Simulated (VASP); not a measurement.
# MnS (Fm-3m) in VASP: further runs, part 2 of 2

VASP 6.6.1. The steps go on from the part before.

**4. Relaxation of cell and atoms, PBE, collinear spin, ferromagnetic start, target pressure 20 GPa, at which the enthalpy is minimised**

This run uses another cell than the first one, of 12.97 Å³/atom, 0.734 times its volume.

Input file INCAR:

```
SYSTEM = MnS
  ALGO = Fast
  EDIFF = 1E-7
  EDIFFG = -0.002
  ENCUT = 350
  GGA = PE
  IBRION = 2
  ISIF = 3
  ISMEAR = 0
  ISPIN = 2
  LASPH = .TRUE.
  LCHARG = .FALSE.
  LMAXMIX = 4
  LORBIT = 11
  LREAL = .FALSE.
  LWAVE = .FALSE.
  MAGMOM = 5 0
  NELM = 150
  NSW = 80
  PREC = Accurate
  PSTRESS = 200.0
  SIGMA = 0.1
```

Input file KPOINTS:

```
k-points
0
G
  14 14 14
  0 0 0
```

Input file POSCAR:

```
MnS                                     
1.0
   -0.0000000000      2.3493004858      2.3493004858
    2.3493004858      0.0000000000      2.3493004858
    2.3493004858      2.3493004858      0.0000000000
  Mn              S             
     1     1
Direct
     0.0000000000000000    0.0000000000000000    0.0000000000000000
     0.5000000000000000    0.5000000000000000    0.5000000000000000
```

Potentials or basis: VASP PAW PBE potentials, release 64 (Mn_pv, S).

The run is started by

```
$ cat potpaw_PBE.64/Mn_pv/POTCAR potpaw_PBE.64/S/POTCAR > POTCAR
$ mpirun -np 1 vasp_std > vasp.out
```

OUTCAR:

```text
SYSTEM = MnS
   EDIFF = 1E-7
   EDIFFG = -0.002
   ENCUT = 350
   GGA = PE
   IBRION = 2
   ISIF = 3
   ISMEAR = 0
   ISPIN = 2
   LASPH = .TRUE.
   LORBIT = 11
   LREAL = .FALSE.
   NELM = 150
   NSW = 80
   PREC = Accurate
   PSTRESS = 200.0

 ion  position               nearest neighbor table
   1  0.000  0.000  0.000-   2 2.35   2 2.35   2 2.35   2 2.35   2 2.35   2 2.35
   2  0.500  0.500  0.500-   1 2.35   1 2.35   1 2.35   1 2.35   1 2.35   1 2.35

  LATTYP: Found a face centered cubic cell.
 ALAT       =     4.6986009716

[... 1135 lines left out ...]
 -----------------------------------------------------------------------------
  energy-cutoff  :      350.00
  volume of cell :       25.93
      direct lattice vectors                 reciprocal lattice vectors
     0.000000000  2.349300486  2.349300486    -0.212829309  0.212829309  0.212829309
     2.349300486  0.000000000  2.349300486     0.212829309 -0.212829309  0.212829309
     2.349300486  2.349300486  0.000000000     0.212829309  0.212829309 -0.212829309

 POSITION                                       TOTAL-FORCE (eV/Angst)
 -----------------------------------------------------------------------------------
      0.00000      0.00000      0.00000        -0.000000     -0.000000     -0.000000
      2.34930      2.34930      2.34930         0.000000      0.000000      0.000000
 -----------------------------------------------------------------------------------
    total drift:                                0.000000     -0.000000     -0.000000

  FREE ENERGIE OF THE ION-ELECTRON SYSTEM (eV)
  ---------------------------------------------------
  free  energy   TOTEN  =       -13.6995783389 eV

  energy  without entropy=      -13.6928237514  energy(sigma->0) =      -13.69620105

  enthalpy is  TOTEN    =       -10.4624112651 eV   P V=        3.2371670738

 reached required accuracy - stopping structural energy minimisation

 total charge

# of ion       s       p       d       tot
------------------------------------------
    1        0.286   6.275   5.164  11.725
    2        1.325   2.460   0.000   3.785
--------------------------------------------------
tot          1.611   8.735   5.164  15.510

 magnetization (x)

# of ion       s       p       d       tot
------------------------------------------
    1        0.056   0.043   3.139   3.239
    2        0.020   0.022   0.000   0.042
--------------------------------------------------
tot          0.076   0.066   3.139   3.281
```

OSZICAR:

```text
N       E                     dE             d eps       ncg     rms          rms(c)
DAV:   1     0.115330967722E+03    0.11533E+03   -0.90043E+03  6832   0.105E+03
DAV:   2    -0.103278567525E+02   -0.12566E+03   -0.12040E+03  7616   0.293E+02
DAV:   3    -0.144856585034E+02   -0.41578E+01   -0.41384E+01  7952   0.599E+01
DAV:   4    -0.145256685361E+02   -0.40010E-01   -0.39985E-01  8136   0.598E+00
DAV:   5    -0.145263342954E+02   -0.66576E-03   -0.66575E-03  8080   0.757E-01    0.188E+01
RMM:   6    -0.138208067395E+02    0.70553E+00   -0.50013E+00  6701   0.206E+01    0.109E+01
RMM:   7    -0.137068075533E+02    0.11400E+00   -0.80853E-01  6716   0.874E+00    0.659E+00
RMM:   8    -0.136984342345E+02    0.83733E-02   -0.52494E-02  6724   0.139E+00    0.354E+00
RMM:   9    -0.136991698790E+02   -0.73564E-03   -0.10664E-02  6746   0.859E-01    0.447E-01
RMM:  10    -0.136995101700E+02   -0.34029E-03   -0.22443E-03  6860   0.406E-01    0.164E-01
RMM:  11    -0.136995561414E+02   -0.45971E-04   -0.31925E-04  6912   0.158E-01    0.127E-01
RMM:  12    -0.136995700476E+02   -0.13906E-04   -0.63261E-05  7089   0.646E-02    0.765E-02
RMM:  13    -0.136995761367E+02   -0.60891E-05   -0.17731E-05  6754   0.350E-02    0.206E-02
RMM:  14    -0.136995778691E+02   -0.17324E-05   -0.49400E-06  6663   0.179E-02    0.446E-03
RMM:  15    -0.136995783347E+02   -0.46564E-06   -0.11204E-06  6248   0.818E-03    0.348E-03
RMM:  16    -0.136995783389E+02   -0.41832E-08   -0.18814E-07  4873   0.336E-03
   1 F= -.10462411E+02 E0= -.10459034E+02  d E =-.104624E+02  mag=     3.4468
```

CONTCAR:

```text
MnS
   1.00000000000000
     0.0000000000000000    2.3493004858000002    2.3493004858000002
     2.3493004858000002    0.0000000000000000    2.3493004858000002
     2.3493004858000002    2.3493004858000002    0.0000000000000000
  Mn              S
     1     1
Direct
     0.0000000000000000    0.0000000000000000    0.0000000000000000
     0.5000000000000000    0.5000000000000000    0.5000000000000000

  0.00000000E+00  0.00000000E+00  0.00000000E+00
  0.00000000E+00  0.00000000E+00  0.00000000E+00
```

Run time: 33 s. Hardware: 1 thread of AMD EPYC 9R14 (Zen 4), shared host; peak memory 0.12 GiB.

What came out:

```
Free energy                                           : -13.6996 eV
Pressure after relaxing                               : 20.0 GPa
Band gap on the k mesh                                : none (metal or under the smearing width)
Net moment                                            : 3.45 μB per cell
Site moments                                          : Mn +3.24; S +0.04 μB
Valence electrons inside the program's atomic spheres : Mn 11.72; S 3.79
```

Final structure:
```
CELL_PARAMETERS angstrom
0.00000 2.34930 2.34930
2.34930 0.00000 2.34930
2.34930 2.34930 0.00000
ATOMIC_POSITIONS crystal
Mn 0.00000 0.00000 0.00000
S 0.50000 0.50000 0.50000
```

Caveat: the relaxation stopped at its first step, so nothing moved; the cell is relaxed towards a set pressure, so the enthalpy falls and the energy may rise; a cell with one magnetic atom can't hold antiferromagnetic order, which such compounds often take; semilocal functionals often make such compounds metallic where correlation or magnetic order opens a gap, which also shifts bond lengths. With open d or f shells a metallic result of PBE can be an artefact of self-interaction; +U or a hybrid may open a gap.

**5. Relaxation of cell and atoms, PBE, collinear spin, ferromagnetic start, target pressure 12 GPa, at which the enthalpy is minimised**

This run uses another cell than the first one, of 12.97 Å³/atom, 0.734 times its volume.

Changes to INCAR since step 4:

```diff
@@ -20,3 +20,3 @@
   PREC = Accurate
-  PSTRESS = 200.0
+  PSTRESS = 120.0
   SIGMA = 0.1
```

KPOINTS is that of step 4.

Changes to POSCAR since step 4:

```diff
@@ -2,3 +2,3 @@
 1.0
-   -0.0000000000      2.3493004858      2.3493004858
+    0.0000000000      2.3493004858      2.3493004858
     2.3493004858      0.0000000000      2.3493004858
```

The run is started by

```
$ cat potpaw_PBE.64/Mn_pv/POTCAR potpaw_PBE.64/S/POTCAR > POTCAR
$ mpirun -np 1 vasp_std > vasp.out
```

Wall time 1.7 min (1 thread of AMD EPYC 9R14 (Zen 4), shared host); peak memory 0.13 GiB.

The run converged. Its results:

```
Free energy                                            : -13.9141 eV
Relaxed volume                                         : 14.06 Å³/atom
Relaxed cell                                           : a = 3.413 Å, b = 3.413 Å, c = 3.413 Å, α = 60.00°, β = 60.00°, γ = 60.00°
Space group after relaxing (to 0.05 Å)                 : Fm-3m (No. 225)
Energy change on relaxing (the enthalpy is what falls) : -107.2 meV/atom
Ionic steps                                            : 4
Pressure after relaxing                                : 12.0 GPa
Band gap on the k mesh                                 : none (metal or under the smearing width)
Net moment                                             : 3.87 μB per cell
Site moments                                           : Mn +3.61; S +0.05 μB
Valence electrons inside the program's atomic spheres  : Mn 11.58; S 3.77
```

Step by step:
```
step  energy change (eV)  largest force (eV/Å)  pressure (GPa)  volume (Å³)
   1              0.0000                0.0000           20.02        25.93
   2             -0.2374                0.0000           10.71        28.45
   3             -0.2087                0.0000           12.31        28.05
   4             -0.2145                0.0000           12.02        28.12
```

Final structure:
```xyz
2
Lattice="0.0000 2.4136 2.4136 2.4136 0.0000 2.4136 2.4136 2.4136 0.0000" Properties=species:S:1:pos:R:3 pbc="T T T"
Mn    4.8273    2.4136    2.4136
S     2.4136    2.4136    2.4136
```

Levels at points of the mesh, in eV from the Fermi level:
Spin up:
```tsv
k point	band 9	band 10	band 11	band 12	band 13	band 14	band 15	band 16
(0.00, 0.00, 0.00)	-3.24	-2.07	-2.07	-2.07	3.82	9.28	9.28	9.28
(0.50, 0.00, 0.00)	-2.49	-1.98	1.49	1.49	3.05	5.68	5.68	11.68
(0.50, 0.50, 0.00)	-2.82	-2.26	-2.26	-1.46	1.60	6.02	12.38	14.59
```
Spin down:
| k point | band 5 | band 6 | band 7 | band 8 | band 9 | band 10 | band 11 | band 12 |
| --- | --- | --- | --- | --- | --- | --- | --- | --- |
| (0.00, 0.00, 0.00) | -1.90 | -1.90 | -1.90 | -0.45 | -0.45 | -0.45 | -0.32 | -0.32 |
| (0.50, 0.00, 0.00) | -7.98 | -4.40 | -4.40 | 1.00 | 1.00 | 1.33 | 3.38 | 3.83 |
| (0.50, 0.50, 0.00) | -6.97 | -3.90 | -3.90 | -2.02 | 0.30 | 1.35 | 1.35 | 1.59 |

Caveat: the cell is relaxed towards a set pressure, so the enthalpy falls and the energy may rise; a cell with one magnetic atom can't hold antiferromagnetic order, which such compounds often take; semilocal functionals often make such compounds metallic where correlation or magnetic order opens a gap, which also shifts bond lengths. With open d or f shells a metallic result of PBE can be an artefact of self-interaction; +U or a hybrid may open a gap.

**6. Relaxation of cell and atoms, PBE, collinear spin, ferromagnetic start, target pressure 12 GPa, at which the enthalpy is minimised**

This run uses another cell than the first one, of 14.06 Å³/atom, 0.796 times its volume.

INCAR is that of step 5.

KPOINTS is that of step 5.

Input file POSCAR:

```
MnS                                     
1.0
    0.0000000000      2.4136322699      2.4136322699
    2.4136322699      0.0000000000      2.4136322699
    2.4136322699      2.4136322699      0.0000000000
  Mn              S             
     1     1
Direct
     0.0000000000000000    1.0000000000000000    1.0000000000000000
     0.5000000000000000    0.5000000000000000    0.5000000000000000
```

Potentials or basis: VASP PAW PBE potentials, release 64 (Mn_pv, S).

The run is started by

```
$ cat potpaw_PBE.64/Mn_pv/POTCAR potpaw_PBE.64/S/POTCAR > POTCAR
$ mpirun -np 1 vasp_std > vasp.out
```

Wall time 98 s (1 thread of AMD EPYC 9R14 (Zen 4), shared host); peak memory 0.14 GiB.

The run converged. Its results:

| Quantity | Value |
| --- | --- |
| Free energy | -13.9150 eV |
| Relaxed volume | 14.03 Å³/atom |
| Relaxed cell | a = 3.411 Å, b = 3.411 Å, c = 3.411 Å, α = 60.00°, β = 60.00°, γ = 60.00° |
| Space group after relaxing (to 0.05 Å) | Fm-3m (No. 225) |
| Energy change on relaxing (the enthalpy is what falls) | +2.0 meV/atom |
| Ionic steps | 3 |
| Pressure after relaxing | 12.0 GPa |
| Band gap on the k mesh | none (metal or under the smearing width) |
| Net moment | 3.87 μB per cell |
| Site moments | Mn +3.60; S +0.05 μB |
| Valence electrons inside the program's atomic spheres | Mn 11.59; S 3.77 |

Step by step:
```
step  energy change (eV)  largest force (eV/Å)  pressure (GPa)  volume (Å³)
   1              0.0000                0.0000           11.79        28.12
   2              0.0055                0.0000           12.07        28.05
   3              0.0041                0.0000           12.00        28.07
```

Final structure:
```
Mn S
1.0
     0.00000    2.41206    2.41206
     2.41206    0.00000    2.41206
     2.41206    2.41206    0.00000
Mn S
1 1
Direct
  0.00000 0.00000 0.00000
  0.50000 0.50000 0.50000
```

Levels at points of the mesh, in eV from the Fermi level:
Spin up:
```
           k point  band 10  band 11  band 12  band 13  band 14  band 15
(0.00, 0.00, 0.00)    -2.07    -2.07    -2.07     3.85     9.29     9.29
(0.50, 0.00, 0.00)    -1.98     1.51     1.51     3.06     5.69     5.69
(0.50, 0.50, 0.00)    -2.26    -2.26    -1.45     1.61     6.02    12.40
```
Spin down:
```
           k point  band 4  band 5  band 6  band 7  band 8  band 9  band 10  band 11  band 12  band 13
(0.00, 0.00, 0.00)  -16.00   -1.90   -1.90   -1.90   -0.45   -0.45    -0.45    -0.32    -0.32     4.59
(0.50, 0.00, 0.00)  -14.05   -7.99   -4.41   -4.41    1.00    1.00     1.34     3.39     3.84     3.84
(0.50, 0.50, 0.00)  -13.90   -6.98   -3.90   -3.90   -2.03    0.29     1.35     1.35     1.59     3.03
```

Caveat: the cell is relaxed towards a set pressure, so the enthalpy falls and the energy may rise; a cell with one magnetic atom can't hold antiferromagnetic order, which such compounds often take; semilocal functionals often make such compounds metallic where correlation or magnetic order opens a gap, which also shifts bond lengths.
